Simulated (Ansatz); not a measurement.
Born–Oppenheimer molecular dynamics of a periodic cell of 13 atoms, Sc$_{12}$H (host Sc, host structure hcp, interstitial H). It goes on from the last frame of an earlier run, with new velocities.

Theory: Ansatz, DFT PBEsol, scalar-relativistic, plane waves, PAW. Settings: cutoff 420 eV, k mesh 2x1x2, fermi-dirac smearing 0.1 eV, no spin polarisation.

- ensemble: NVT, Langevin thermostat
- time step: 0.5 fs
- steps asked: 300
- set temperature: 840 K
- friction: 0.01 /fs
- seed: 159144

First frame:

```xyz
13
Lattice="6.6200 0.0000 0.0000 -4.9650 8.5996 0.0000 0.0000 0.0000 5.2761" Properties=species:S:1:pos:R:3
Sc 0.045 0.069 -0.131
Sc 0.146 1.971 2.629
Sc -1.592 2.864 0.146
Sc -1.782 4.743 2.730
Sc -3.639 5.812 0.111
Sc -3.293 7.734 2.738
Sc 3.259 0.131 -0.089
Sc 3.500 1.700 2.538
Sc 1.715 2.908 -0.058
Sc 1.605 4.807 2.573
Sc 0.020 5.611 -0.102
Sc 0.009 7.549 2.806
H 0.088 5.507 3.408
```

What does the run give?

All steps were run.

```json
{
  "steps done": "300",
  "time covered": "150 fs",
  "mean temperature over the second half": "827 K",
  "spread of the potential energy over the second half": "10.3 meV per atom",
  "mean potential energy of the second half above the start": "7.7 meV per atom"
}
```

A run of 0.15 ps of so small a system gives no equilibrium averages. Limits of this set-up: coarse k mesh, odd electron count without spin.

What happens to the structure?

Mean squared displacements from the first frame to the last, about the centre of mass: Sc 0.12 Å², H 1.60 Å². The details hang on the random start.

How do temperature and energy run in time?


```
time (fs)  T (K)  potential energy less start (eV)
      0.0    775                             0.000
      5.0    845                            -0.211
     10.0    819                            -0.103
     15.0    711                             0.029
     20.0    806                             0.017
     25.0    607                             0.195
     30.0    634                             0.217
     35.0    714                             0.128
     40.0    605                             0.264
     45.0    488                             0.362
     50.0    621                             0.310
     55.0    745                             0.358
     60.0    603                             0.523
     65.0    626                             0.525
     70.0    663                             0.462
     75.0    651                             0.431
     80.0    721                             0.339
     85.0    872                             0.193
     90.0    865                             0.088
     95.0    941                            -0.017
    100.0   1109                            -0.081
    105.0   1054                            -0.130
    110.0    984                            -0.078
    115.0    977                             0.069
    120.0    825                             0.097
    125.0    672                             0.118
    130.0    634                             0.130
    135.0    620                             0.214
    140.0    695                             0.135
    145.0    741                             0.130
    150.0    818                             0.098
```

Run time: 23 min on 1 thread of Arm Neoverse V1, with other jobs on the host, peak memory 0.57 GiB.
